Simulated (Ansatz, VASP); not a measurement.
**Hf and the functional, program beside program**

```cif
data_structure
_symmetry_space_group_name_H-M 'P6_3/mmc'
_symmetry_Int_Tables_number 194
_cell_length_a 3.1967
_cell_length_b 3.1967
_cell_length_c 5.0578
_cell_angle_alpha 90.000
_cell_angle_beta 90.000
_cell_angle_gamma 120.000
_cell_volume 44.76
loop_
_atom_site_label
_atom_site_type_symbol
_atom_site_symmetry_multiplicity
_atom_site_Wyckoff_symbol
_atom_site_fract_x
_atom_site_fract_y
_atom_site_fract_z
_atom_site_occupancy
Hf1 Hf 2 c 0.66667 0.33333 0.75000 1
```

Kept alike: task band structure; k mesh 10 × 10 × 5; occupations fermi-dirac, width 0.05 eV; no spin polarisation. The mesh is that of the run's cell of 2 atoms. No spin-orbit coupling.

- A: Ansatz, Ansatz PAW, made for PBE, cutoff 420 to 500 eV
- B: VASP; PBE PAW files Hf_pv, 520 eV (BLYP, PBE, PBEsol, RPBE, r2SCAN, revPBE); LDA PAW files Hf_pv, 520 eV (LDA)

```csv
functional,A: pressure (GPa),B: pressure (GPa)
BLYP,3.36,3.39
LDA,-7.81,-7.79
PBE,0.59,0.16
PBEsol,-3.92,-4.30
RPBE,3.46,2.97
r2SCAN,-0.28,-0.82
revPBE,2.67,2.19
```

Pressure is positive in compression; plane-wave values hold the error of the finite cutoff, which Ansatz corrects. Values on potentials made for another functional: A at BLYP, LDA, PBEsol, RPBE, r2SCAN, revPBE; B at BLYP, PBEsol, RPBE, r2SCAN, revPBE. For a metal such a mesh leaves the last digits unconverged.

Q: How large is the effect of the functional, and do the programs agree on it?

A: From LDA to RPBE the pressure moves by +11.27 in A, +10.76 in B (GPa). Row by row the programs differ by 0.02 to 0.54, and over this span the shifts, as printed, agree within about 5 %. Shifts from LDA: BLYP +11.17, +11.18; PBE +8.40, +7.95; PBEsol +3.89, +3.49; RPBE +11.27, +10.76; r2SCAN +7.53, +6.97; revPBE +10.48, +9.98; the programs' shifts differ by up to 0.56.
